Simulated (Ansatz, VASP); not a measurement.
# Zn16HO16 (bond-centred H+ along c in ZnO): VASP beside Ansatz, part 2 of 2

Aim: how closely do two programs agree when they are given the same cell, functional and k mesh? The cell is taken from a series of runs on this material, whose earlier steps may have relaxed, scaled, displaced or heated it; both programs get it as it stands.

VASP 6.6.1 and Ansatz 0.2.0.

So far. Step 2 (VASP: single point, HSE06): The run ends at a pressure of -3.22 GPa, with forces up to 5.9 eV/Å.

## 3. Ansatz: single point, HSE06

Level of this step: Ansatz beside VASP: Kohn-Sham DFT, plane waves, HSE06 (Ansatz).

Ansatz runs on its default PAW (the set named soft_2) files.

The same cell, functional, mesh and smearing now go to Ansatz.

Input file input.yaml:

```yaml
crystal:
  lattice:
    - [6.55903994, 0.0, 0.0]
    - [-3.27951997, 5.68029521, 0.0]
    - [0.0, 0.0, 10.58650211]
  atoms:
    - { symbol: Zn, position: [0.166228634, 0.332541771, 0.250916485] }
    - { symbol: Zn, position: [0.316204472, 0.158067184, -0.007316333] }
    - { symbol: O, position: [0.327875474, 0.163894162, 0.183100027] }
    - { symbol: O, position: [0.164629279, 0.329489399, 0.439052498] }
    - { symbol: Zn, position: [0.169592424, 0.339393207, 0.750010215] }
    - { symbol: Zn, position: [0.314872146, 0.157423721, 0.510572228] }
    - { symbol: O, position: [0.334798131, 0.167372763, 0.69555169] }
    - { symbol: O, position: [0.169053673, 0.338204451, 0.935888683] }
    - { symbol: Zn, position: [0.166216273, 0.833601383, 0.250924384] }
    - { symbol: Zn, position: [0.333219311, 0.666572709, 0.00476773] }
    - { symbol: O, position: [0.333217965, 0.666574597, 0.192364525] }
    - { symbol: O, position: [0.164635037, 0.835109658, 0.43906144] }
    - { symbol: Zn, position: [0.169600882, 0.830154687, 0.750023597] }
    - { symbol: Zn, position: [0.333180042, 0.666571763, 0.497707584] }
    - { symbol: O, position: [0.333195085, 0.666574946, 0.683405886] }
    - { symbol: O, position: [0.169040189, 0.830770334, 0.935902998] }
    - { symbol: Zn, position: [0.666641134, 0.333245272, 0.170263293] }
    - { symbol: Zn, position: [0.841755305, 0.158039186, -0.00735505] }
    - { symbol: O, position: [0.835983409, 0.163831338, 0.183043771] }
    - { symbol: O, position: [0.666435574, 0.333239369, 0.46666976] }
    - { symbol: Zn, position: [0.666525959, 0.333240955, 0.757956452] }
    - { symbol: Zn, position: [0.842266844, 0.157477397, 0.510503197] }
    - { symbol: O, position: [0.832379247, 0.167396193, 0.695500292] }
    - { symbol: O, position: [0.666572155, 0.333242031, 0.955447824] }
    - { symbol: Zn, position: [0.667257178, 0.83358228, 0.25090922] }
    - { symbol: Zn, position: [0.841738922, 0.68361992, -0.007338136] }
    - { symbol: O, position: [0.835952566, 0.67200693, 0.183069896] }
    - { symbol: O, position: [0.670264495, 0.835119969, 0.439045578] }
    - { symbol: Zn, position: [0.660385978, 0.830176786, 0.749996247] }
    - { symbol: Zn, position: [0.8422938, 0.684817198, 0.510536963] }
    - { symbol: O, position: [0.832388457, 0.664952936, 0.695525776] }
    - { symbol: O, position: [0.661580418, 0.830748128, 0.935873949] }
    - { symbol: H, position: [0.666135687, 0.333231627, 0.348981104] }
total_charge: 1
basis:
  ecutwfc: 420
  xc_grid: 2
hamiltonian:
  xc: hse06
kpoints:
  mp_grid: { grid: [1, 1, 1] }
scf:
  occupations: { method: fermi_dirac, width: 0.01 }
  max_iter: 120
output:
  forces: true
checkpoint:
  read: "../relax.run"
```

Launch:

```sh
ansatz run input.yaml --threads 4 --pin off --max-ram 7536MiB --backend cpu --events-out ev --progress --plain --runs-dir out
```

Numbers of over 12 decimals in the logs are rounded to 6 here.

Log:

```text
Warning: checkpoint.read: the run can stay near the saved state's solution: 2 site(s) moved relative to the saved geometry (max |Δs| = 2.564e-2 fractional); the SCF starts from the saved state under `checkpoint.density_extrapolation: transplant`, in force with no word given; its orbitals are not used off its sites. A run without `checkpoint.read` takes nothing of the state. A lower free energy from it at the same positions (and U, V and field ramp, if any) shows a solution that this start missed, and an equal or higher one rules none out (checkpoint.read, Limitations, in the input reference)
exact exchange: scf.exx.singularity resolves to wigner_seitz, which cuts the screened interaction at the faces of the exchange supercell's Wigner-Seitz cell, so that each pair interacts once, at the shortest of its separations (the periodic images that this leaves out come, for a point-like exchange hole, to about 0.181 eV on a filled level). The cut falls within the interaction's reach, and what an exchange supercel [...]
Engine: ansatz 0.2.0, x86_64-unknown-linux-gnu
Pseudopotentials: kind: paw
Pseudopotential: Zn, paw, valence charge 12, recommended cutoff 420 eV (normal), Zn.paw.azcp
Pseudopotential: O, paw, valence charge 6, recommended cutoff 420 eV (normal), O.paw.azcp
Pseudopotential: H, paw, valence charge 1, recommended cutoff 420 eV (normal), H.paw.azcp
Functional definition: HSE06
  parameter a = 0.25
  parameter omega = 0.11/bohr
  exchange = pbe_x - a*pbe_x_sr(omega) + a*exact_x_sr(omega)
  correlation = pbe_c
Crystal: 33 atoms, lattice volume = 394.424 Å³
Basis set: ecut = 420 eV, 7607 PW (Γ), exchange–correlation on 90×90×144 points (8 copies of the dense FFT grid, shifted against one another)
Bands: 177, of which v1, the nominal top of the filled ones, is band 144 counted from 1 (143 counted from 0)
Symmetry: 1 space group operations
Space group: P1 (ITA 1), of the structure as read, at distance tolerance 7.3e-5 Å
k-points: 1
Non-local potential: Zn, projectors of the file, l = 0: 2, l = 1: 2, l = 2: 3, l = 3: 1
Non-local potential: O, projectors of the file, l = 0: 2, l = 1: 2, l = 2: 1
Non-local potential: H, projectors of the file, l = 0: 2, l = 1: 1
PAW form: soft (Blöchl's): semilocal exchange-correlation on the pseudo side does not see the compensation charge
PAW frozen core: Zn, regenerated for the run's functional, and the local potential with it (the file was generated under x = pbe(κ = 0.804, μ = 0.219515), c = pbe(β = 0.066725))
PAW frozen core: O, regenerated for the run's functional, and the local potential with it (the file was generated under x = pbe(κ = 0.804, μ = 0.219515), c = pbe(β = 0.066725))
PAW one-centre angular grid: Zn, 590 points (default); XC on 64 Gauss nodes
PAW one-centre angular grid: O, 110 points (default); XC on 96 Gauss nodes
PAW one-centre angular grid: H, 110 points (default); XC on 64 Gauss nodes
Initial density: read from a saved state, or passed on in memory by an earlier SCF of this step, an earlier step, the calling program or the single point that the run made first, carried with its atoms to this geometry
Initial wavefunctions: pseudopotential atomic-orbital guess
Functional: x = pbe(κ = 0.804, μ = 0.219515), c = pbe(β = 0.066725), warm-up for x = pbe(κ = 0.804, μ = 0.219515) + 0.25 (exact − pbe) at short range (hse, ω = 0.207870 Å⁻¹), c = pbe(β = 0.066725); HSE06 as pw.x's `hse` composes it (authors' and Libxc's form: `xc: wpbeh`)
iter 1 solved again at ethr=8.52e-4 eV; its pass at ethr=1.00e-1 eV (dr2=2.45e0 eV) is discarded
SCF iter   1: F=—  HF=-62206.992254 eV  |F-HF|=—  |Δ(HF+E_count)|=         —  Δρ=3.50e-2  dr2=2.64e0  ethr=8.52e-4  ⟨swp⟩=4.0  Hψ=1017  notcnv=0
preconditioner: auto → none  [insulator: Δε(μ)=0.343 eV  Ē_g=11.929 eV  σ=0.010 eV  W_gap=1.00  n_scr=110 (ndim 8)  ℏωp=31.7 eV  f_vac=0.076  D(μ)=0.00/eV (n_scr^D=0)]
[...]
preconditioner: auto → none  [insulator: Δε(μ)=2.522 eV  Ē_g=15.245 eV  σ=0.010 eV  W_gap=1.00  n_scr=110 (ndim 8)  ℏωp=31.7 eV  f_vac=0.064  D(μ)=0.00/eV (n_scr^D=0)]
SCF iter   2: F=—  HF=-62204.048231 eV  |F-HF|=—  |Δ(HF+E_count)|=   4.91e-1  Δρ=6.80e-3  dr2=1.73e-1  ethr=7.33e-9  ⟨swp⟩=6.0  Hψ=970  notcnv=0
SCF iter   3: F=—  HF=-62204.193610 eV  |F-HF|=—  |Δ(HF+E_count)|=   1.45e-1  Δρ=4.60e-3  dr2=4.37e-2  ethr=7.33e-9  ⟨swp⟩=6.0  Hψ=877  notcnv=0
SCF iter   4: F=—  HF=-62204.181591 eV  |F-HF|=—  |Δ(HF+E_count)|=   1.20e-2  Δρ=1.67e-3  dr2=5.65e-3  ethr=7.33e-9  ⟨swp⟩=5.0  Hψ=805  notcnv=0
SCF iter   5: F=—  HF=-62204.192148 eV  |F-HF|=—  |Δ(HF+E_count)|=   1.06e-2  Δρ=1.49e-3  dr2=8.56e-3  ethr=7.33e-9  ⟨swp⟩=5.0  Hψ=733  notcnv=0
SCF iter   6: F=—  HF=-62204.190220 eV  |F-HF|=—  |Δ(HF+E_count)|=   1.93e-3  Δρ=4.80e-4  dr2=1.17e-3  ethr=7.33e-9  ⟨swp⟩=5.0  Hψ=728  notcnv=0
SCF iter   7: F=-62204.189966 eV  HF=-62204.189984 eV  |F-HF|=1.78e-5  |Δ(HF+E_count)|=   2.36e-4  Δρ=7.23e-5  dr2=2.64e-5  ethr=7.33e-9  ⟨swp⟩=5.0  Hψ=597  notcnv=0
SCF 2 stopped early in 7 iterations: F = -62204.189966 eV  dr2 = 2.64e-5
  Residual-converged pass: ⟨swp⟩=3.0  Hψ=435  notcnv=0  max |occ|·‖R‖ = 4.6e-6 eV (tolerance 6.7e-6 eV)  dr2=2.64e-5  dr2_onsite=1.39e-6  max |Δocc| = 0.0e0
[...]
preconditioner: auto → none  [insulator: Δε(μ)=2.400 eV  Ē_g=14.985 eV  σ=0.010 eV  W_gap=1.00  n_scr=110 (ndim 8)  ℏωp=31.7 eV  f_vac=0.076  D(μ)=0.00/eV (n_scr^D=0)]
SCF iter   2: F=—  HF=-62204.180837 eV  |F-HF|=—  |Δ(HF+E_count)|=   4.37e-6  Δρ=3.28e-5  dr2=4.44e-6  ethr=9.29e-9  ⟨swp⟩=4.0  Hψ=537  notcnv=0
SCF iter   3: F=—  HF=-62204.180848 eV  |F-HF|=—  |Δ(HF+E_count)|=   1.14e-5  Δρ=1.61e-5  dr2=8.54e-7  ethr=8.08e-10  ⟨swp⟩=5.0  Hψ=508  notcnv=0
SCF iter   4: F=—  HF=-62204.180848 eV  |F-HF|=—  |Δ(HF+E_count)|=   6.84e-8  Δρ=5.46e-6  dr2=8.93e-8  ethr=2.28e-10  ⟨swp⟩=3.0  Hψ=389  notcnv=0
SCF iter   5: F=—  HF=-62204.180848 eV  |F-HF|=—  |Δ(HF+E_count)|=   2.23e-7  Δρ=3.64e-6  dr2=3.59e-8  ethr=2.35e-11  ⟨swp⟩=6.0  Hψ=533  notcnv=0
SCF iter   6: F=-62204.180848 eV  HF=-62204.180848 eV  |F-HF|=1.38e-9  |Δ(HF+E_count)|=   8.67e-9  Δρ=1.10e-6  dr2=3.27e-9  ethr=1.21e-11  ⟨swp⟩=4.0  Hψ=452  notcnv=0
SCF 3 converged in 6 iterations: F = -62204.180848 eV  dr2 = 3.27e-9
  Residual-converged pass: ⟨swp⟩=2.0  Hψ=321  notcnv=0  max |occ|·‖R‖ = 1.2e-6 eV (tolerance 1.4e-6 eV)  dr2=3.27e-9  dr2_onsite=7.50e-10  max |Δocc| = 0.0e0
  greatest PAW one-centre occupation: 0.989 electrons in one spin orbital (limit 2), on the Zn atom at site 21 (counted from 0), in its partial waves of l = 2
hybrid outer 2: dexx = +1.222e-5 eV, tail = 1.01e-7 eV, Δε = 5.35e-3 eV (about 9.46e-5 eV left of the loop's levels), ΔF = 2.27e-2 eV/Å (tail 4.44e-3)
Exchange kernel: α = 0.2500, screened, ω = 0.2079 Å⁻¹, Wigner–Seitz truncation, v(0) = 690.4258 eV·Å³, q-mesh 1×1×1, nearest image of the exchange supercell L = 6.56 Å, pair-density grid 32×32×50, without the augmentation charges, whose exchange is taken in its separable form (sized by the pseudopotential files, 40×40×72 at the most)
Frozen-core exchange: fock
SCF iter   1: F=—  HF=-62204.180847 eV  |F-HF|=—  |Δ(HF+E_count)|=         —  Δρ=1.64e-6  dr2=8.67e-9  ethr=1.75e-10  ⟨swp⟩=11.0  Hψ=452  notcnv=0
preconditioner: auto → none  [insulator: Δε(μ)=2.401 eV  Ē_g=14.986 eV  σ=0.010 eV  W_gap=1.00  n_scr=110 (ndim 8)  ℏωp=31.7 eV  f_vac=0.076  D(μ)=0.00/eV (n_scr^D=0)]
SCF iter   2: F=-62204.180847 eV  HF=-62204.180847 eV  |F-HF|=3.57e-10  |Δ(HF+E_count)|=   1.23e-9  Δρ=4.35e-7  dr2=8.82e-10  ethr=2.83e-12  ⟨swp⟩=3.0  Hψ=457  notcnv=0
SCF 4 converged in 2 iterations: F = -62204.180847 eV  dr2 = 8.82e-10
  Residual-converged pass: ⟨swp⟩=3.0  Hψ=328  notcnv=0  max |occ|·‖R‖ = 9.6e-7 eV (tolerance 1.4e-6 eV)  dr2=8.86e-10  dr2_onsite=1.21e-10  max |Δocc| = 0.0e0
hybrid outer 3: dexx = +2.234e-9 eV, tail = 2.04e-9 eV, Δε = 5.70e-5 eV (about 1.04e-5 eV left of the loop's levels), ΔF = 1.13e-4 eV/Å (tail 2.50e-4)
hybrid SCF converged: 3 outer / 15 inner (+8 warm-up), last move |dexx| = 2.23e-9 eV, tail = 2.04e-9 eV
Stability not checked: this state was not tested for a lower state beside it, because the functional holds exact exchange (a hybrid, or Hartree-Fock), whose exchange loop this test does not read (fock_operator; see scf.lower_state_search)
Free energy (F): -62204.180847 eV
Frozen-core exchange: fock
Harris-Foulkes:  -62204.180847 eV  (|F-HF|=3.57e-10)
Internal energy: -62204.180847 eV  (E = F + TS)
E sigma→0 (E₀):  -62204.180847 eV
Fermi energy:    6.805960 eV
--- Per-component energies (eV) ---
  E_band       = -155.519672
  E_kinetic    = 4907.885434
  E_local      = -33017.244318  (includes V_loc(G=0)·N_el)
  E_nonlocal   = 10732.212630
  E_hartree    = 13684.973657
  E_xc         = -2667.726942
  E_vxc        = -1839.403709  (∫ρ·V_xc dr)
  E_exx        = -981.900780  (= α·E_x^exact, valence–valence)
  E_paw        = -31608.851192  (= ΣΔE_a)
  E_vpaw       = -6345.146640  (= ΣTr[D̂ρ^β])
  E_aug_tail   = 0.032759  (compensation charges beyond the density's cutoff)
  E_ewald      = -23263.386203
  E_core_change = 9.824110  (= ΣΔE_core)
  E_smearing   = -0.000000  (= −TS)
  E_closure    = -0.000001  (closes the sum)
  E_deformation_potential = 13.654253  (in the stress; not in F)
  Σ components = -62204.180847   (vs F -62204.180847, Δ=0.00e0)
--- Forces (eV/Å), atoms counted from 1 ---
  atom   1  Zn    -0.00051170     0.03679866     0.09550261
  atom   2  Zn    -0.01264584    -0.00729832    -0.04187067
  atom   3  O      0.02751374     0.01591105    -0.04976043
  atom   4  O     -0.00000634     0.00075234    -0.04952900
  atom   5  Zn     0.00004325    -0.00001316    -0.03598410
  atom   6  Zn     0.09336252     0.05391369    -0.11814078
  atom   7  O     -0.00364836    -0.00208218     0.05315057
  atom   8  O      0.00000553    -0.00505416     0.02948923
  atom   9  Zn     0.03190062    -0.01864430     0.09559315
  atom  10  Zn     0.00002611     0.00006700    -0.00059649
  atom  11  O     -0.00001610     0.00002021    -0.02354791
  atom  12  O      0.00063785    -0.00039046    -0.04967864
  atom  13  Zn     0.00000046     0.00003594    -0.03601730
  atom  14  Zn     0.00008782     0.00004711    -0.02357668
  atom  15  O     -0.00003152    -0.00003662     0.03018337
  atom  16  O     -0.00439851     0.00260950     0.02950762
  atom  17  Zn     0.00110699     0.00005822    -0.19887170
  atom  18  Zn     0.01253145    -0.00736946    -0.04109943
  atom  19  O     -0.02739508     0.01572943    -0.05016971
  atom  20  O     -0.00828049    -0.00020732    -5.39728024
  atom  21  Zn    -0.00003743    -0.00003098    -0.06333731
  atom  22  Zn    -0.09277243     0.05354657    -0.11769509
  atom  23  O      0.00370664    -0.00208006     0.05325994
  atom  24  O     -0.00012920     0.00001424     0.08819899
  atom  25  Zn    -0.03191273    -0.01811799     0.09539151
  atom  26  Zn    -0.00012214     0.01454939    -0.04139642
  atom  27  O     -0.00010546    -0.03176409    -0.05000038
  atom  28  O     -0.00062052    -0.00036941    -0.04957369
  atom  29  Zn    -0.00008983    -0.00007027    -0.03592056
  atom  30  Zn    -0.00006898    -0.10744125    -0.11790623
  atom  31  O      0.00006101     0.00424697     0.05318853
  atom  32  O      0.00440006     0.00251022     0.02943632
  atom  33  H      0.00740843     0.00015824     5.93916128
  max |Σ_I F_I| component: 1.10e-4 eV/Å
--- Band table (eV) ---
  k-point 0: bands = [... 140 lower, 5.2502, 5.5766, 5.6019, 5.6019, 8.0027]
  guard bands above this table: 32 of the run's 177 bands. The solve was not asked for them (output.publish_guard_bands: true or output.eigenvalues: true publishes all)
```

## 4. Comparison

Known differences besides the potentials themselves: exact exchange at q = 0 is treated differently, which shows on coarse meshes; VASP keeps PBE cores, Ansatz makes them for the functional; the cutoff is 420 eV in Ansatz and 520 eV in VASP (PREC = Accurate, projectors in real space); VASP takes a coarser grid for exact exchange (PRECFOCK = Fast). Total energies have different zeros and are not compared.

The two programs side by side:

| quantity | Ansatz | VASP | difference |
| --- | --- | --- | --- |
| gap on the k mesh (eV) | 2.401 | 2.393 | +0.007 |

Forces on 9 of the 33 atoms, those with the largest forces and the largest differences (eV/Å; atoms numbered as in POSCAR):

| atom | Ansatz x, y, z | VASP x, y, z |
| --- | --- | --- |
| Zn4 | 0.093, 0.054, -0.118 | 0.100, 0.058, -0.120 |
| Zn5 | 0.032, -0.019, 0.096 | 0.028, -0.016, 0.102 |
| Zn9 | 0.001, 0.000, -0.199 | 0.001, 0.000, -0.179 |
| Zn12 | -0.093, 0.054, -0.118 | -0.099, 0.057, -0.119 |
| Zn16 | 0.000, -0.107, -0.118 | 0.000, -0.115, -0.119 |
| O25 | -0.027, 0.016, -0.050 | 0.002, -0.002, -0.020 |
| O26 | -0.008, 0.000, -5.397 | -0.009, 0.000, -5.379 |
| O29 | 0.000, -0.032, -0.050 | 0.000, 0.003, -0.019 |
| H33 | 0.007, 0.000, 5.939 | 0.007, 0.000, 5.876 |

The forces differ by 14 meV/Å r.m.s., which is 1.7 % of the r.m.s. force of 0.802 eV/Å (both taken over all components). A gap on the mesh is an upper bound, since the band edges may lie between its points. The cell carries a charge of +1 e against a uniform background, so its pressure also hangs on how the neutralising background is counted, and in a defect's cell a gap may be the spacing between its levels.

## 5. Results

| Item | Value |
| --- | --- |
| r.m.s. force difference (single point, HSE06) | 1.7 % of the r.m.s. force |

In words: The r.m.s. force difference is 1.7 % of the r.m.s. force (single point, HSE06), within the 3 % picked in this series as the mark of a large difference. Such differences can come from data sets, numerical settings and the points named under the comparisons, not from the functional's error against experiment.

[Lines on the potential files, build, host, timing and source positions are cut from VASP's logs without a mark.]

[Logs are printed without paths, hosts, clocks, repeated set-up lines and the standing remarks that a program may print on its own settings, such as how far it seeks lower states.]

[Hosts, paths, dates, database ids (printed as entryN), source tags and the programs' standing remarks are cut or masked in the printed files.]
